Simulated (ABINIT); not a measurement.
# CdSe (F-43m) in ABINIT: notebook

The runs below take CdSe through band structure, equation of state, with r2SCAN, revPBE, WC.

All numbers are computed with ABINIT 10.8.3 (patched build); they aren't measurements. Logs are shortened: lines on timing, memory, paths and dates and some standing lists are left out, and cuts for length are marked. The log counts tension as positive stress, the text compression.

**1. Starting point**

Symmetry: F-43m, No. 216, cubic system. The conventional cell has a = 6.141 Å, b = 6.141 Å, c = 6.141 Å, α = 90.00°, β = 90.00°, γ = 90.00°. Around Cd (site symmetry -43m) lie 4 Se at 2.66 Å. Se (site symmetry -43m) has 4 Cd at 2.66 Å as nearest neighbours.

Measurements of this composition are mostly on another form, of space group No. 186.

**2. Band structure, r2SCAN**

run.abi reads:

```
# Datasets: ground state, then fixed potential
ndtset 2

# Pseudopotentials
pp_dirpath "./"
pseudos "Cd.hgh, Se.hgh"

# Structure
acell 3*1.0 Angstrom
rprim
     0.0000000000     3.0702711986     3.0702711986
     3.0702711986     0.0000000000     3.0702711986
     3.0702711986     3.0702711986     0.0000000000
ntypat 2
znucl 48 34
natom 2
typat 1 2
xred
     0.0000000000     0.0000000000     0.0000000000
     0.2500000000     0.2500000000     0.2500000000

# Plane-wave basis
ecut 24.0

# Exchange and correlation
ixc -497498
usekden 1

# Bands and occupations
occopt 3
tsmear 0.05 eV

# SCF cycle
nstep 100

# Output
iomode 3
prtwf 0
prteig 0
prtebands 0
enunit 1
prtden1 1
prtkden1 1

# Dataset 1
kptopt1 1
ngkpt1 8 8 8
nshiftk1 1
shiftk1 0.0 0.0 0.0
nband1 8
tolvrs1 1.0e-9

# Dataset 2: bands along G-X-W-K-G-L-U-W-L-K
iscf2 -2
getden2 1
getkden2 1
nband2 12
nbdbuf2 2
tolwfr2 1.0e-12
kptopt2 -9
ndivsm2 8
prteig2 1
kptbounds2
     0.0000000000     0.0000000000     0.0000000000
     0.5000000000     0.0000000000     0.5000000000
     0.5000000000     0.2500000000     0.7500000000
     0.3750000000     0.3750000000     0.7500000000
     0.0000000000     0.0000000000     0.0000000000
     0.5000000000     0.5000000000     0.5000000000
     0.6250000000     0.2500000000     0.6250000000
     0.5000000000     0.2500000000     0.7500000000
     0.5000000000     0.5000000000     0.5000000000
     0.3750000000     0.3750000000     0.7500000000
```

Potentials or basis: HGH LDA.

The run is started by

```bash
abinit run.abi > log 2>&1
```

run.abo:

```text
.Version 10.8.3 of ABINIT
 DATASET    1 : space group F-4 3 m (#216); Bravais cF (face-center cubic)
================================================================================
 Values of the parameters that define the memory need for DATASET  1.
     intxc =       0    ionmov =       0      iscf =       7    lmnmax =       6
     lnmax =       6     mgfft =      40  mpssoang =       3    mqgrid =    3001
     natom =       2  nloc_mem =       1    nspden =       1   nspinor =       1
    nsppol =       1      nsym =      24    n1xccc =       0    ntypat =       2
    occopt =       3   xclevel =       2
       mpw =        2209          nfft =       64000          nkpt =          29
================================================================================
================================================================================

 DATASET    2 : space group F-4 3 m (#216); Bravais cF (face-center cubic)
================================================================================
 Values of the parameters that define the memory need for DATASET  2.
     intxc =       0    ionmov =       0      iscf =      -2    lmnmax =       6
     lnmax =       6     mgfft =      40  mpssoang =       3    mqgrid =    3001
     natom =       2  nloc_mem =       1    nspden =       1   nspinor =       1
    nsppol =       1      nsym =      24    n1xccc =       0    ntypat =       2
    occopt =       3   xclevel =       2
       mpw =        2210          nfft =       64000          nkpt =         139
================================================================================
================================================================================

--------------------------------------------------------------------------------
------------- Echo of variables that govern the present computation ------------
--------------------------------------------------------------------------------
 -outvars: echo values of preprocessed input variables --------
            acell      1.8897261259E+00  1.8897261259E+00  1.8897261259E+00 Bohr
              amu      1.12411000E+02  7.89600000E+01
             ecut      2.40000000E+01 Hartree
           enunit           1
           getden1          0
           getden2          1
          getkden1          0
          getkden2          1
             iscf1          7
             iscf2         -2
                       outvar_i_n : Printing only first  50 k-points.
              ixc     -497498
           jdtset        1    2
                       outvar_i_n : Printing only first  50 k-points.
           kptopt1          1
           kptopt2         -9
         kptrlatt        8    0    0      0    8    0      0    0    8
          kptrlen1     6.56418165E+01
          kptrlen2     3.00000000E+01
            natom           2
            nband1          8
            nband2         12
           nbdbuf1          0
           nbdbuf2          2
           ndtset           2
           ndivsm1          0
           ndivsm2          8
            ngfft          40      40      40
             nkpt1         29
             nkpt2        139
            nstep         100
             nsym          24
           ntypat           2
           occopt           3
        prtebands           0
           prteig1          0
           prteig2          1
          prtkden           1
            prtwf           0
            rprim      0.0000000000E+00  3.0702711986E+00  3.0702711986E+00
                       3.0702711986E+00  0.0000000000E+00  3.0702711986E+00
                       3.0702711986E+00  3.0702711986E+00  0.0000000000E+00
           shiftk1     0.00000000E+00  0.00000000E+00  0.00000000E+00
           shiftk2     5.00000000E-01  5.00000000E-01  5.00000000E-01
          spgroup         216
           tolvrs1     1.00000000E-09
           tolvrs2     0.00000000E+00
           tolwfr1     0.00000000E+00
           tolwfr2     1.00000000E-12
           tsmear      1.83746611E-03 Hartree
            typat      1  2
[... 231 lines left out ...]
 -4.4693E-01  1.7412E-02  1.7412E-02  1.7412E-02  6.7754E-02  2.6893E-01
  2.6893E-01  2.6893E-01  4.1874E-01  4.5217E-01  4.5217E-01  5.1513E-01
 Non-SCF case, kpt    2 (  0.02174  0.00000  0.02174), residuals and eigenvalues=
  4.69E-13  1.18E-13  6.45E-13  3.10E-13  3.03E-13  2.50E-13  1.83E-13  1.83E-13
  1.23E-13  4.24E-13  1.85E-12  2.00E-08
 -4.4682E-01  1.4983E-02  1.7045E-02  1.7045E-02  7.0332E-02  2.6792E-01
  2.6953E-01  2.6953E-01  4.2023E-01  4.4855E-01  4.5241E-01  5.1567E-01
 Non-SCF case, kpt    3 (  0.04348  0.00000  0.04348), residuals and eigenvalues=
  2.45E-13  3.04E-13  3.21E-13  3.72E-13  6.05E-13  2.70E-13  4.80E-13  6.81E-13
  5.73E-13  6.82E-13  1.18E-11  3.28E-05
[... 668 lines left out ...]
  8.14E-13  1.35E-13  1.08E-13  9.32E-14  5.70E-13  5.31E-13  2.04E-13  4.78E-13
  5.23E-13  5.83E-13  1.88E-08  1.18E-06
 -4.1638E-01 -1.1861E-01 -6.5454E-02 -2.6578E-02  1.8515E-01  2.4856E-01
  3.3792E-01  3.6003E-01  3.8114E-01  4.6692E-01  5.6933E-01  6.0438E-01
 Non-SCF case, kpt  138 (  0.38393  0.38393  0.73214), residuals and eigenvalues=
  1.42E-13  5.02E-13  1.78E-13  2.11E-13  2.93E-13  1.86E-13  4.59E-13  2.95E-13
  3.30E-13  2.36E-13  1.99E-09  1.09E-05
 -4.1593E-01 -1.1877E-01 -6.6074E-02 -2.8393E-02  1.8374E-01  2.4405E-01
  3.4776E-01  3.6732E-01  3.7482E-01  4.6965E-01  5.7180E-01  6.2145E-01
 Non-SCF case, kpt  139 (  0.37500  0.37500  0.75000), residuals and eigenvalues=
  6.45E-13  3.43E-13  5.36E-13  7.80E-13  2.56E-13  9.91E-13  1.07E-13  6.37E-13
  3.42E-13  2.71E-13  3.63E-08  9.30E-06
 -4.1566E-01 -1.1921E-01 -6.5327E-02 -2.9942E-02  1.8222E-01  2.3864E-01
  3.5604E-01  3.7234E-01  3.7325E-01  4.7467E-01  5.7001E-01  6.2682E-01

Result for kinetic energy density :

--------------------------------------------------------------------------------
 Total kinetic energy density [Ha/Bohr^3]
)     Maximum=    1.6371E-01  at reduced coord.    0.2250    0.2250    0.3500
)     Minimum=    4.6813E-04  at reduced coord.    0.7500    0.7500    0.7500
   Integrated=    3.6940E+00
--------------------------------------------------------------------------------

--- !ResultsGS
iteration_state: {dtset: 2, }
comment   : Summary of ground state results
lattice_vectors:
- [  0.0000000,   5.8019717,   5.8019717, ]
- [  5.8019717,   0.0000000,   5.8019717, ]
- [  5.8019717,   5.8019717,   0.0000000, ]
lattice_lengths: [   8.20523,    8.20523,    8.20523, ]
lattice_angles: [ 60.000,  60.000,  60.000, ] # degrees, (23, 13, 12)
lattice_volume:   3.9062210E+02
convergence: {deltae:  0.000E+00, res2:  0.000E+00, residm:  9.948E-13, diffor:  0.000E+00, }
etotal    :  -1.06269178E+01
entropy   :   0.00000000E+00
fermie    :   4.41815883E-02
cartesian_stress_tensor: null
pressure_GPa: null
xred      :
- [  0.0000E+00,   0.0000E+00,   0.0000E+00, Cd]
- [  2.5000E-01,   2.5000E-01,   2.5000E-01, Se]
cartesian_forces: null
force_length_stats: {min: null, max: null, mean: null, }
...

 Integrated electronic density in atomic spheres:
 ------------------------------------------------
 Atom  Sphere_radius  Integrated_density
    1        2.00000          0.34512046
    2        2.00000          3.26680528
================================================================================

 ----iterations are completed or convergence reached----

 Mean square residual over all n,k,spin=   41.571E-14; max=  99.482E-14
 reduced coordinates (array xred) for    2 atoms
       0.000000000000      0.000000000000      0.000000000000
       0.250000000000      0.250000000000      0.250000000000

 cartesian coordinates (angstrom) at end:
    1      0.00000000000000     0.00000000000000     0.00000000000000
    2      1.53513559930000     1.53513559930000     1.53513559930000
 length scales=  1.889726125908  1.889726125908  1.889726125908 bohr
              =  1.000000000000  1.000000000000  1.000000000000 angstroms
 Eigenvalues (   eV  ) for nkpt= 139  k points:
 kpt#   1, nband= 12, wtk=  1.00000, kpt=  0.0000  0.0000  0.0000 (reduced coord)
 -12.16161    0.47381    0.47381    0.47381    1.84368    7.31786    7.31786    7.31786
  11.39453   12.30423   12.30423   14.01736
 kpt#   2, nband= 12, wtk=  1.00000, kpt=  0.0217  0.0000  0.0217 (reduced coord)
 -12.15851    0.40770    0.46382    0.46382    1.91383    7.29041    7.33426    7.33426
  11.43498   12.20556   12.31060   14.03220
 kpt#   3, nband= 12, wtk=  1.00000, kpt=  0.0435  0.0000  0.0435 (reduced coord)
 -12.14849    0.24015    0.43477    0.43477    2.09455    7.21145    7.38309    7.38309
  11.54893   11.95799   12.32971   14.07755
 kpt#   4, nband= 12, wtk=  1.00000, kpt=  0.0652  0.0000  0.0652 (reduced coord)
 -12.13175    0.01907    0.38785    0.38785    2.33697    7.08969    7.46316    7.46316
  11.57220   11.79096   12.36152   14.15185
 kpt#   5, nband= 12, wtk=  1.00000, kpt=  0.0870  0.0000  0.0870 (reduced coord)
 -12.10853   -0.22564    0.32478    0.32478    2.61015    6.93602    7.57269    7.57269
  11.23096   12.01680   12.40599   14.25422
 kpt#   6, nband= 12, wtk=  1.00000, kpt=  0.1087  0.0000  0.1087 (reduced coord)
 -12.07926   -0.47949    0.24779    0.24779    2.89758    6.76094    7.70942    7.70942
[... 386 lines left out ...]
 -11.36569   -3.25735   -1.62664   -0.60768    5.06413    6.89854    8.83599    9.33213
  10.81144   12.71028   14.98441   15.64715
 kpt# 136, nband= 12, wtk=  1.00000, kpt=  0.4018  0.4018  0.6964 (reduced coord)
 -11.34658   -3.23592   -1.72369   -0.66781    5.06391    6.85067    8.97651    9.57185
  10.57948   12.68533   15.30612   15.99752
 kpt# 137, nband= 12, wtk=  1.00000, kpt=  0.3929  0.3929  0.7143 (reduced coord)
 -11.33032   -3.22766   -1.78108   -0.72321    5.03806    6.76368    9.19521    9.79688
  10.37142   12.70545   15.49220   16.44605
 kpt# 138, nband= 12, wtk=  1.00000, kpt=  0.3839  0.3839  0.7321 (reduced coord)
 -11.31804   -3.23178   -1.79797   -0.77261    4.99976    6.64104    9.46298    9.99530
  10.19936   12.77995   15.55949   16.91054
 kpt# 139, nband= 12, wtk=  1.00000, kpt=  0.3750  0.3750  0.7500 (reduced coord)
 -11.31059   -3.24384   -1.77764   -0.81475    4.95837    6.49369    9.68825   10.13188
  10.15661   12.91636   15.51088   17.05658

== END DATASET(S) ==============================================================
================================================================================

 -outvars: echo values of variables after computation  --------
            acell      1.8897261259E+00  1.8897261259E+00  1.8897261259E+00 Bohr
           etotal1    -1.0626917795E+01
            fcart1     1.7677126786E-31  1.7677126786E-31  1.7677126786E-31
                      -1.7677126786E-31 -1.7677126786E-31 -1.7677126786E-31
            rprim      0.0000000000E+00  3.0702711986E+00  3.0702711986E+00
                       3.0702711986E+00  0.0000000000E+00  3.0702711986E+00
                       3.0702711986E+00  3.0702711986E+00  0.0000000000E+00
           strten1     3.8965212566E-04  3.8965212566E-04  3.8965212566E-04
                       0.0000000000E+00  0.0000000000E+00  0.0000000000E+00
           xangst      0.0000000000E+00  0.0000000000E+00  0.0000000000E+00
                       1.5351355993E+00  1.5351355993E+00  1.5351355993E+00
             xred      0.0000000000E+00  0.0000000000E+00  0.0000000000E+00
                       2.5000000000E-01  2.5000000000E-01  2.5000000000E-01
 Calculation completed.
```

Run time: 3.4 min. Hardware: 1 thread of Arm Neoverse V2, shared host; peak memory 0.13 GiB.

What came out:

```yaml
Free_energy: -289.1732 eV
Band_gap_on_the_k_mesh: 1.37 eV, direct
Valence_electrons_inside_the_program's_atomic_spheres: Cd 0.35; Se 3.27
```

Levels at the corners of the path, in eV from the valence-band top:
```csv
point,band 1,band 2,band 3,band 4,band 5,band 6,band 7,band 8
Γ,-12.64,0.00,0.00,0.00,1.37,6.84,6.84,6.84
X,-11.77,-3.87,-1.57,-1.57,3.93,4.47,10.28,11.24
W,-11.76,-3.66,-2.07,-1.86,5.87,6.01,7.45,8.53
K,-11.78,-3.72,-2.25,-1.29,4.48,6.02,9.21,9.66
Γ,-12.64,0.00,0.00,0.00,1.37,6.84,6.84,6.84
L,-11.99,-4.03,-0.62,-0.62,3.17,7.32,7.32,8.45
U,-11.78,-3.72,-2.25,-1.29,4.48,6.02,9.21,9.66
W,-11.76,-3.66,-2.07,-1.86,5.87,6.01,7.45,8.53
L,-11.99,-4.03,-0.62,-0.62,3.17,7.32,7.32,8.45
K,-11.78,-3.72,-2.25,-1.29,4.48,6.02,9.21,9.66
```

Caveat: the cutoff is too short for stress, so the log's stress isn't used; the potentials were made for another functional, which shifts forces and pressure; HGH potentials are hard and often keep d shells in the core, so these values are rough.

**3. Equation of state, revPBE**

run.abi reads:

```
ndtset 7
getwfk -1
scalecart1 3*0.9795861087
scalecart2 3*0.9864848297
scalecart3 3*0.9932883884
scalecart4 3*1.0000000000
scalecart5 3*1.0066227096
scalecart6 3*1.0131594038
scalecart7 3*1.0196128224

pp_dirpath "./"
pseudos "Cd.GGA_PBE-JTH.xml, Se.GGA_PBE-JTH.xml"

acell 3*1.0
rprim
     0.0000000000     5.8019716937     5.8019716937
     5.8019716937     0.0000000000     5.8019716937
     5.8019716937     5.8019716937     0.0000000000
ntypat 2
znucl 48 34
natom 2
typat 1 2
xred
     0.0000000000     0.0000000000     0.0000000000
     0.2500000000     0.2500000000     0.2500000000

ecut 17.0
pawecutdg 34.0

kptopt 1
ngkpt 8 8 8
nshiftk 1
shiftk 0.0 0.0 0.0

ixc 14

nband 13
occopt 3
tsmear 0.00183747

nstep 100
tolvrs 1.0e-9

iomode 3
prtwf 1
prtden 0
prteig 0
prtebands 0
```

Potentials or basis: JTH PAW PBE v2.0.

The run is started by

```bash
abinit run.abi > log 2>&1
```

run.abo:

```text
.Version 10.8.3 of ABINIT
 DATASET    1 : space group F-4 3 m (#216); Bravais cF (face-center cubic)
================================================================================
 Values of the parameters that define the memory need for DATASET  1.
     intxc =       0    ionmov =       0      iscf =      17    lmnmax =      18
     lnmax =       6     mgfft =      30  mpssoang =       3    mqgrid =    3001
     natom =       2  nloc_mem =       2    nspden =       1   nspinor =       1
    nsppol =       1      nsym =      24    n1xccc =       1    ntypat =       2
    occopt =       3   xclevel =       2
       mpw =        1249          nfft =       27000          nkpt =          29
 PAW method is used; the additional fine FFT grid is defined by:
   mgfftf=        45    nfftf =     91125
================================================================================
================================================================================
[... 71 lines left out ...]
 DATASET    7 : space group F-4 3 m (#216); Bravais cF (face-center cubic)
[... 1464 lines left out ...]
                       2.9005713115E-30 -8.0507026364E-47 -2.9005713115E-30
            fcart5     1.1525952212E-29  5.7629761058E-30 -1.1525952212E-29
                      -1.1525952212E-29 -5.7629761058E-30  1.1525952212E-29
[... 38 lines left out ...]
                       0.0000000000E+00  0.0000000000E+00  0.0000000000E+00
           xangst1     0.0000000000E+00  0.0000000000E+00  0.0000000000E+00
                       1.5037975070E+00  1.5037975070E+00  1.5037975070E+00
           xangst2     0.0000000000E+00  0.0000000000E+00  0.0000000000E+00
                       1.5143879792E+00  1.5143879792E+00  1.5143879792E+00
           xangst3     0.0000000000E+00  0.0000000000E+00  0.0000000000E+00
                       1.5248323644E+00  1.5248323644E+00  1.5248323644E+00
           xangst4     0.0000000000E+00  0.0000000000E+00  0.0000000000E+00
                       1.5351355983E+00  1.5351355983E+00  1.5351355983E+00
           xangst5     0.0000000000E+00  0.0000000000E+00  0.0000000000E+00
                       1.5453023555E+00  1.5453023555E+00  1.5453023555E+00
           xangst6     0.0000000000E+00  0.0000000000E+00  0.0000000000E+00
                       1.5553370675E+00  1.5553370675E+00  1.5553370675E+00
           xangst7     0.0000000000E+00  0.0000000000E+00  0.0000000000E+00
                       1.5652439401E+00  1.5652439401E+00  1.5652439401E+00
             xred      0.0000000000E+00  0.0000000000E+00  0.0000000000E+00
                       2.5000000000E-01  2.5000000000E-01  2.5000000000E-01
 Calculation completed.
```

Run time: 1.8 min. Hardware: 1 thread of Arm Neoverse V2, shared host; peak memory 0.15 GiB.

Results:

- Equilibrium volume: 30.73 Å³/atom (rough: see the caveat)
- Bulk modulus: 39 GPa (rough)

Energy against volume, from the lowest point:
```tsv
volume (Å³/atom)	energy (meV/atom)
27.206	63.13
27.784	42.21
28.363	26.00
28.942	14.24
29.521	6.24
30.100	1.63
30.679	0.00
```

Caveat: the cutoff is too short for stress, so the log's stress isn't used; pressures at fixed basis lie under the slope of the energies; the minimum lies outside the volumes run; the PAW data sets were made with another functional, which shifts forces and pressure a little.

(Continued in part 2 of 2.)
